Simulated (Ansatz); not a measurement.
The cell was built from the diamond type and relaxed in the same program, and has space group Fd-3m; it needn't be a known or the stable phase.

Input and log of a run on Rh: DFT, PBE, all-electron LAPW, scalar-relativistic (Ansatz 0.2.0).

```yaml
crystal:
  lattice:
    - [0.0, 2.7568266508, 2.7568266508]
    - [2.7568266508, 0.0, 2.7568266508]
    - [2.7568266508, 2.7568266508, 0.0]
  atoms:
    - { symbol: Rh, position: [0.0, 0.0, 0.0] }
    - { symbol: Rh, position: [0.25, 0.25, 0.25] }
kpoints:
  mp_grid: { grid: [11, 11, 11] }
  band_path:
    path:
      - [0.0, 0.0, 0.0]
      - [0.5, 0.0, 0.5]
      - [0.625, 0.25, 0.625]
      - [0.375, 0.375, 0.75]
      - [0.0, 0.0, 0.0]
      - [0.5, 0.5, 0.5]
      - [0.5, 0.25, 0.75]
      - [0.5, 0.0, 0.5]
    npoints: 8
scf:
  occupations: { method: fermi_dirac, width: 0.08 }
hamiltonian:
  xc: pbe
  pseudopotentials: { kind: all_electron, lapw: { basis_error: 0.001 } }
output:
  forces: true
  stress: true
  eigenvalues: true
  populations: true
  dos: { projected: true, de: 0.2, e_range: [-14, 8] }
```

The log:

```
Rh: projections on atomic orbitals take those of the free atom 1s2 2s2 2p6 3s2 3p6 3d10 4s2 4p6 4d8 5s1, of charge +0.00 (hamiltonian.pseudopotentials.projection_atoms)
LAPW: plane waves up to 9.689 Å⁻¹, error target 1.0e-3 eV per atom; small_component_spin mean_spin; Rh in spheres of 1.194 Å, 33 of its electrons in bands, Dirac shells []
Engine: ansatz 0.2.0
Pseudopotentials: kind: all_electron
Pseudopotential: Rh, LAPW, valence charge 33, Koelling and Harmon's equation, gaussian nucleus
Functional definition: PBE
  parameter kappa = 0.804
  parameter beta = 0.06672455060314922
  exchange = pbe_x(kappa = kappa, mu = beta*pi^2/3)
  correlation = pbe_c(beta = beta)
Crystal: 2 atoms, lattice volume = 41.904 Å³
Basis set: ecut = 357.6837041834367 eV, 645 PW (Γ), exchange–correlation at level 2
Bands: 40, of which v1, the nominal top of the filled ones, is band 33 counted from 1 (32 counted from 0)
Symmetry: 48 space group operations
Space group: Fd-3m (ITA 227), of the structure as read, at distance tolerance 3.5e-5 Å
k-points: 56 of 1331
Non-local potential: Rh, projectors of the file, none
Initial density: superposition of atomic densities (chi_scale 0.1, normalization cell)
Initial wavefunctions: plane waves of lowest kinetic energy (no species holds an atomic orbital)
Functional: x = pbe(κ = 0.804, μ = 0.2195149727645171), c = pbe(β = 0.06672455060314922)
iter 1 solved again at ethr=7.35e-4 eV; its pass at ethr=1.00e-1 eV (dr2=4.85e-1 eV) is discarded
SCF iter   1: F=—  HF=-260372.879317 eV  |F-HF|=—  |Δ(HF+E_count)|=         —  Δρ=4.14e-2  dr2=4.87e-1  ethr=7.35e-4  ⟨swp⟩=2.0  Hψ=13441  notcnv=0
preconditioner: auto → LDOS  [metal: Δε(μ)=0.005 eV  Ē_g=8.963 eV  σ=0.080 eV  W_gap=0.02  n_scr=14 (ndim 8)  ℏωp=24.3 eV  f_vac=0.231  D(μ)=2.87/eV (n_scr^D=26)  β→1.0]
iter 2 solved again at ethr=6.00e-6 eV; its pass at ethr=7.35e-4 eV (dr2=3.96e-3 eV) is discarded
SCF iter   2: F=—  HF=-260372.459099 eV  |F-HF|=—  |Δ(HF+E_count)|=   4.20e-1  Δρ=5.25e-3  dr2=3.96e-3  ethr=6.00e-6  ⟨swp⟩=2.1  Hψ=11470  notcnv=0
SCF iter   3: F=—  HF=-260372.415711 eV  |F-HF|=—  |Δ(HF+E_count)|=   4.34e-2  Δρ=4.76e-3  dr2=8.74e-3  ethr=6.00e-6  ⟨swp⟩=3.0  Hψ=7457  notcnv=0
SCF iter   4: F=—  HF=-260372.405729 eV  |F-HF|=—  |Δ(HF+E_count)|=         —  Δρ=1.25e-3  dr2=6.33e-4  ethr=6.00e-6  ⟨swp⟩=2.0  Hψ=6536  notcnv=0
the basis was enlarged: its passes take 242.6 KiB over the memory plan, 1 of 1 planned eigensolver slots
SCF iter   5: F=—  HF=-260372.405207 eV  |F-HF|=—  |Δ(HF+E_count)|=   5.22e-4  Δρ=1.59e-4  dr2=1.38e-5  ethr=9.59e-7  ⟨swp⟩=2.0  Hψ=6535  notcnv=0
SCF iter   6: F=—  HF=-260372.405203 eV  |F-HF|=—  |Δ(HF+E_count)|=   4.55e-6  Δρ=2.59e-5  dr2=3.01e-7  ethr=2.10e-8  ⟨swp⟩=2.3  Hψ=6550  notcnv=0
SCF iter   7: F=-260372.405203 eV  HF=-260372.405203 eV  |F-HF|=1.46e-9  |Δ(HF+E_count)|=   1.51e-7  Δρ=2.78e-6  dr2=4.04e-9  ethr=4.55e-10  ⟨swp⟩=3.0  Hψ=6670  notcnv=0
SCF 1 converged in 7 iterations: F = -260372.405203 eV  dr2 = 4.04e-9
NSCF: frozen V_eff on 57 k-points
SCF converged after 7 iterations
Free energy (F): -260372.405203 eV
Harris-Foulkes:  -260372.405203 eV  (|F-HF|=1.46e-9)
Internal energy: -260372.335305 eV  (E = F + TS)
E sigma→0 (E₀):  -260372.370254 eV
Entropy (-TS):   -0.069898 eV (-34.949 meV/atom)
Fermi energy:    14.662124 eV
--- Per-component energies (eV) ---
  E_band       = -11650.762578
  E_kinetic    = 271237.637742
  E_xc         = -7558.467449
  E_electrostatic = -524051.505599  (all electrons and nuclei)
  E_smearing   = -0.069898  (= −TS)
  E_closure    = 0.000000  (closes the sum)
  E_atoms      = -260360.053172  (free atoms, spherical and without spin; not in F)
  Σ components = -260372.405203   (vs F -260372.405203, Δ=0.00e0)
  Basis errors (estimates in eV, not in F): energy 4.3e-4 per atom: plane waves 3.8e-4 (2.3e-4 summed), levels above the bands 2.9e-74, relativity 1.4e-8, radial functions 4.7e-5, core shells 4.2e-7; eigenvalues (radial functions only) 7.8e-7; not estimated: angular momenta, meshes, grids; target (lapw.basis_error) 1.0e-3; muffin-tin radii Rh 1.194 Å
--- Forces (eV/Å), atoms counted from 1 ---
  atom   1  Rh    -0.00000000    -0.00000000     0.00000000
  atom   2  Rh    -0.00000000    -0.00000000    -0.00000000
  max |Σ_I F_I| component: 5.55e-17 eV/Å
--- Stress (GPa, compression-positive) ---
        0.044590      -0.000000       0.000000
       -0.000000       0.044590      -0.000000
        0.000000      -0.000000       0.044590
  P = ⅓ Tr σ = 0.0446 GPa (0.446 kbar)
--- Band table (eV; the first three rows and the last of 56) ---
  k-point 0: bands = ["-464.3863", "-464.3863", "-464.3863", "-464.3863", "-464.3863", "-464.3863", "-282.3123", "-282.3123", "-282.3123", "-282.3123", "-282.3123", "-282.3123", "-282.2974", "-282.2974", "-282.2974", "-282.2974", "-64.3586", "-64.0478", "-32.4108", "-32.4108", "-32.4108", "-31.8014", "-31.8014", "-31.8014", "9.0647", "10.4446", "10.4446", "10.7801", "10.7801", "10.7801", "13.2400", "13.2400", "13.2400", "15.0205", "15.0205", "27.1609", "27.3402", "27.3402", "27.3402", "27.5015"]
  k-point 1: bands = ["-464.3863", "-464.3863", "-464.3863", "-464.3863", "-464.3863", "-464.3863", "-282.3123", "-282.3123", "-282.3123", "-282.3123", "-282.3123", "-282.3123", "-282.2974", "-282.2974", "-282.2974", "-282.2974", "-64.3540", "-64.0526", "-32.4163", "-32.4163", "-32.4090", "-31.8035", "-31.7957", "-31.7957", "9.2048", "10.3581", "10.3581", "10.7809", "10.9094", "10.9094", "13.1587", "13.2214", "13.2214", "15.0193", "15.0193", "25.1709", "26.7255", "26.7255", "26.7309", "27.9957"]
  k-point 2: bands = ["-464.3863", "-464.3863", "-464.3863", "-464.3863", "-464.3863", "-464.3863", "-282.3123", "-282.3123", "-282.3123", "-282.3123", "-282.3123", "-282.3123", "-282.2974", "-282.2974", "-282.2974", "-282.2974", "-64.3407", "-64.0661", "-32.4305", "-32.4305", "-32.4044", "-31.8091", "-31.7811", "-31.7811", "9.5911", "10.2694", "10.2694", "10.8020", "11.0894", "11.0894", "12.9649", "13.2099", "13.2099", "15.0041", "15.0041", "22.7802", "25.8517", "25.8517", "26.0078", "28.5557"]
  k-point 55: bands = ["-464.3863", "-464.3863", "-464.3863", "-464.3863", "-464.3863", "-464.3863", "-282.3123", "-282.3123", "-282.3123", "-282.3123", "-282.3123", "-282.3123", "-282.2974", "-282.2974", "-282.2974", "-282.2974", "-64.2186", "-64.1897", "-32.5439", "-32.5297", "-32.1497", "-32.0659", "-31.6807", "-31.6676", "9.7956", "9.8946", "11.0629", "11.3452", "11.8482", "12.2014", "12.3989", "12.6770", "15.2509", "15.3004", "16.8284", "17.3561", "17.8821", "19.1051", "27.3118", "28.8542"]
--- Löwdin populations: 2 sites ---
  site symbol       q [e]
     0     Rh     44.9264
     1     Rh     44.9264
  spilling = 0.001637 (of n_electrons = 90.000000)
```
